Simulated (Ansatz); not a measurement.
# HfS2: zone-centre modes under pressure

HfS2, P-3m1, a = 3.606 Å, c = 5.769 Å. Ansatz: PBE+D3(BJ), PAW, 420 eV, Γ-centred 12×12×6 mesh on 3 atoms, fixed occupations; no spin polarisation. Cell and atoms are relaxed at each pressure with the symmetry kept; optical modes at Γ by linear response, in cm⁻¹, matched by rank (the highest 3 distinct ones), without the LO field.

```tsv
P (GPa)	V (Å³/atom)	ω1	ω2	ω3
0	21.650	257.1	304.5	331.0
5	19.596	268.6	319.6	357.9
11	18.193	276.5	339.2	382.9
22	16.523	?	?	?
```

Problem. Get each mode's Grüneisen parameter γ = −d ln ω/d ln V from the other rows and predict the missing frequencies.

Solution. ln(V/V0) = 0.0000, -0.0997, -0.1740, -0.2703; a line through ln(ω/ω0) of the 3 known rows gives ω1: γ = 0.419 (intercept 0.0006), predicted 288.1, computed 285.1; ω2: γ = 0.613 (intercept -0.0038), predicted 358.0, computed 370.0; ω3: γ = 0.834 (intercept -0.0015), predicted 414.1, computed 419.9. The worst miss is 3.2 %: γ isn't constant over this range, and modes matched by rank may have crossed.

The mesh isn't the same in all rows (12×12×6, 12×12×8). Spin–orbit coupling is left out, which can shift energies with elements as heavy as these. The runs at 11, 22 GPa used fermi-dirac smearing in place of the occupations named above. The crystal has no gap at 11, 22 GPa, which changes the screening of its modes.

Cost: 4 runs of about 9.2 core-minutes in all, on AMD EPYC 9R45 (Zen 5) (shared hosts).